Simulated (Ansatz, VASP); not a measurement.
**NaH in VASP and in Ansatz**

Contents of INCAR:

```
SYSTEM = NaH
ALGO = Fast
EDIFF = 1E-6
ENCUT = 520
GGA = PS
ISIF = 2
ISMEAR = 0
LASPH = .True.
LCHARG = .False.
LREAL = .False.
LWAVE = .False.
NBANDS = 11
NELM = 100
PREC = Accurate
SIGMA = 0.01
```

Contents of KPOINTS:

```
k-points
0
Gamma
  8 8 8
  0 0 0
```

Contents of POSCAR:

```
NaH
1.0
    0.0000000000      2.3956768556      2.3956768556
    2.3956768556      0.0000000000      2.3956768556
    2.3956768556      2.3956768556      0.0000000000
Na H
1 1
Direct
    0.0000000000      0.0000000000      0.0000000000
    0.5000000000      0.5000000000      0.5000000000
```

Input for Ansatz:

```yaml
crystal:
  lattice:
    - [0.0, 2.39567685562, 2.39567685562]
    - [2.39567685562, 0.0, 2.39567685562]
    - [2.39567685562, 2.39567685562, 0.0]
  atoms:
    - { symbol: Na, position: [0.0, 0.0, 0.0] }
    - { symbol: H, position: [0.5, 0.5, 0.5] }
kpoints:
  mp_grid: { grid: [8, 8, 8] }
scf:
  occupations: { method: fixed }
hamiltonian:
  xc: pbesol
  pseudopotentials: { kind: all_electron, lapw: { basis_error: 0.001 } }
output:
  forces: true
  stress: true
  eigenvalues: true
  eigenstates:
    nscf_kmesh: { grid: [14, 14, 14] }
    de_dk: true
    e_range: [-4, 7.606686659829]
  optics:
    e_range: [0, 25]
    de: 0.2
    sigma: 0.1
    bands: { spectra_wanted_up_to: 25 }
    nscf_kmesh: { grid: [14, 14, 14] }
checkpoint:
  write: ck
  write_wavefunctions: false
```

Alike in both runs: task single point; functional PBEsol; k mesh 8 × 8 × 8; no spin polarisation.

```csv
,VASP,Ansatz
version,VASP 6.6.1,Ansatz 0.2.0
potentials or method,"VASP PAW PBE potentials, release 64 (Na_pv, H)","all-electron LAPW, scalar-relativistic"
plane-wave cutoff (eV),520,see its input
occupations,"gaussian, width 0.01 eV",fixed
```

Ansatz gave:

- gap on the k mesh at the Fermi level (eV): 3.61
- pressure (GPa): 0.0

Question: Which values does VASP return?

Answer: gap on the k mesh at the Fermi level (eV): 3.60; pressure (GPa): 0.0.

Ansatz ran all-electron here, so the differences hold the error of VASP's frozen core and of both bases.

Caveats: the PAW data sets were made with another functional, which shifts forces and pressure a little (VASP). A hybrid or GW would open this gap; PBEsol tends to underestimate it. A k mesh can miss the band edges.
